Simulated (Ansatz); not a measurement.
Runs of Ansatz 0.2.0 on Au. The typed cell holds 2 atoms: a = 2.815 Å, b = 2.820 Å, c = 5.191 Å, α = 103.14°, β = 102.66°, γ = 90.26°. This isn't the form of Au at room conditions, which is fcc.

| task | level | cell | k mesh | cutoff (eV) | target pressure (GPa) | mesh quality | gap on the mesh (eV) | pressure (GPa) | largest force (eV/Å) |
| --- | --- | --- | --- | --- | --- | --- | --- | --- | --- |
| relaxation of cell and atoms | PBEsol | relaxed to 20 GPa | 10 × 10 × 6 | 420 | 20 | not flagged | none | 20.0 | - |
| relaxation of cell and atoms | PBEsol | relaxed | 10 × 10 × 6 | 420 | 0 | not flagged | none | 0.0 | - |
| relaxation of cell and atoms | PBEsol | relaxed to 30 GPa | 10 × 10 × 6 | 420 | 30 | not flagged | none | 30.0 | 0.01 |
| projected density of states | r2SCAN | as given | 6 × 6 × 3 | 500 | - | coarse | none | -5.2 | 0.02 |
| projected density of states | PBEsol | as given | 6 × 6 × 3 | 420 | - | coarse | none | (a) | 0.09 |

Alike in all rows: potentials or basis Ansatz PAW; no spin polarisation; smearing fermi-dirac 0.05 eV.

Question: Estimate the missing entries.

Answer: (a) -9.0.

Caveats: some runs use coarse meshes; the PAW data sets come from PBE, with cores solved anew for the run's functional, which leaves a small shift of forces and pressure; the plane-wave basis is chosen anew once the cell has moved, so the energies of steps on either side of that aren't comparable (some runs).

A k mesh can miss the band edges, and the runs leave out spin-orbit coupling on Au.

A gap of «none» marks a metal or a gap under the smearing width.
